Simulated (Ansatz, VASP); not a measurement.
CdSe (Cadmoselite): VASP beside Ansatz

```
Cd Se
1.0
     4.30101    0.00000    0.00000
    -2.15050    3.72478    0.00000
     0.00000    0.00000    7.02209
Cd Se
2 2
Direct
  0.33333 0.66667 0.00469
  0.66667 0.33333 0.50469
  0.33333 0.66667 0.38031
  0.66667 0.33333 0.88031
```

Alike in both runs: task single point; functional PBEsol; k mesh 9 × 9 × 6; occupations gaussian, width 0.02 eV; no spin polarisation.

|  | VASP | Ansatz |
| --- | --- | --- |
| version | VASP 6.6.1 | Ansatz 0.2.0 |
| potentials or method | VASP PAW PBE potentials, release 64 (Cd, Se) | scalar-relativistic, plane waves, PAW |
| plane-wave cutoff (eV) | 520 | 420 |
| valence electrons in the cell | 36 | 72 |

|  | VASP | Ansatz | Ansatz less VASP |
| --- | --- | --- | --- |
| gap on the k mesh at the Fermi level (eV) | 0.54 | 0.54 | -0.001 |
| least direct gap on the mesh (eV) | 0.54 | 0.54 | -0.001 |
| pressure (GPa) | 0.4 | 0.0 | -0.34 |

The functional is the same, so the differences come from potentials, cutoffs and numerics. The two sets of potentials don't hold the same shells in valence.

Caveats: the PAW data sets were made with another functional, which shifts forces and pressure a little (VASP).
